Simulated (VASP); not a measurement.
Set up this calculation in VASP 6.6.1, as the native input.

```
Task                   : band structure
Functional             : TB-mBJ
Potentials or basis    : VASP PAW PBE potentials, release 64 (Ti_sv, C)
Cutoff                 : 520 eV
k mesh                 : 10 × 10 × 10
Occupations            : fermi-dirac, width 0.05 eV
Spin                   : no spin polarisation
Further INCAR settings : ALGO = Normal; EDIFF = 1e-06
```

The system is TiC.

```
CELL_PARAMETERS angstrom
3.04209 0.00000 0.00000
-1.52104 2.63452 0.00000
0.00000 0.00000 2.69797
ATOMIC_POSITIONS crystal
Ti 0.00000 0.00000 0.50000
C 0.33333 0.66667 0.00000
```

The cell was built by a generator and needn't be a form met in nature.

One way to write it, as run:

POSCAR

```
TiC
1.0
    3.0420900000      0.0000000000      0.0000000000
   -1.5210400000      2.6345200000      0.0000000000
    0.0000000000      0.0000000000      2.6979700000
Ti C
1 1
Direct
    0.0000000000      0.0000000000      0.5000000000
    0.3333300000      0.6666700000      0.0000000000
```

INCAR.step1

```
PREC     = Accurate       # precision mode
ENCUT    = 520            # plane-wave cutoff, eV
EDIFF    = 1E-5           # SCF threshold, eV
ISMEAR   = -1             # smearing method
SIGMA    = 0.05           # smearing width, eV
LREAL    = F              # projectors in reciprocal space
LASPH    = T              # aspherical terms in the spheres
NELM     = 100            # most SCF steps
ALGO     = Normal         # electronic algorithm
ISIF     = 2              # what is computed and relaxed
LWAVE    = T              # write WAVECAR
LCHARG   = F              # write CHGCAR
LMAXMIX  = 4              # l up to which the mixer works
GGA      = PE             # functional
```

INCAR.step2

```
PREC     = Accurate       # precision mode
ENCUT    = 520            # plane-wave cutoff, eV
EDIFF    = 1E-6           # SCF threshold, eV
ISMEAR   = -1             # smearing method
SIGMA    = 0.05           # smearing width, eV
LREAL    = F              # projectors in reciprocal space
LASPH    = T              # aspherical terms in the spheres
NELM     = 100            # most SCF steps
ALGO     = Normal         # electronic algorithm
ISIF     = 2              # what is computed and relaxed
LWAVE    = F              # write WAVECAR
LCHARG   = F              # write CHGCAR
LMAXMIX  = 4              # l up to which the mixer works
METAGGA  = MBJ            # meta-GGA
ISTART   = 1
```

KPOINTS

```
Automatic mesh
0
Gamma
  10 10 10
```

KPOINTS_OPT

```
path GMKGALHA,LM,KH
15
line-mode
reciprocal
 0.0000000000  0.0000000000  0.0000000000  G
 0.5000000000  0.0000000000  0.0000000000  M

 0.5000000000  0.0000000000  0.0000000000  M
 0.3333333333  0.3333333333  0.0000000000  K

 0.3333333333  0.3333333333  0.0000000000  K
 0.0000000000  0.0000000000  0.0000000000  G

 0.0000000000  0.0000000000  0.0000000000  G
 0.0000000000  0.0000000000  0.5000000000  A

 0.0000000000  0.0000000000  0.5000000000  A
 0.5000000000  0.0000000000  0.5000000000  L

 0.5000000000  0.0000000000  0.5000000000  L
 0.3333333333  0.3333333333  0.5000000000  H

 0.3333333333  0.3333333333  0.5000000000  H
 0.0000000000  0.0000000000  0.5000000000  A

 0.5000000000  0.0000000000  0.5000000000  L
 0.5000000000  0.0000000000  0.0000000000  M

 0.3333333333  0.3333333333  0.0000000000  K
 0.3333333333  0.3333333333  0.5000000000  H
```

Potentials or basis: VASP PAW PBE potentials, release 64 (Ti_sv, C).

Command:

```console
$ cat potpaw_PBE.64/Ti_sv/POTCAR potpaw_PBE.64/C/POTCAR > POTCAR
$ cp INCAR.step1 INCAR
$ mpirun -np 1 vasp_std > vasp.out
$ cp INCAR.step2 INCAR
$ mpirun -np 1 vasp_std > vasp.out
```

It gave:

```
Band gap along the path : none (metal or under the smearing width)
```

Run time: 5 min on 1 thread of Intel(R) Xeon(R) Platinum 8259CL CPU @ 2.50GHz (Skylake/Cascade Lake) (shared host), peak memory 0.22 GiB.
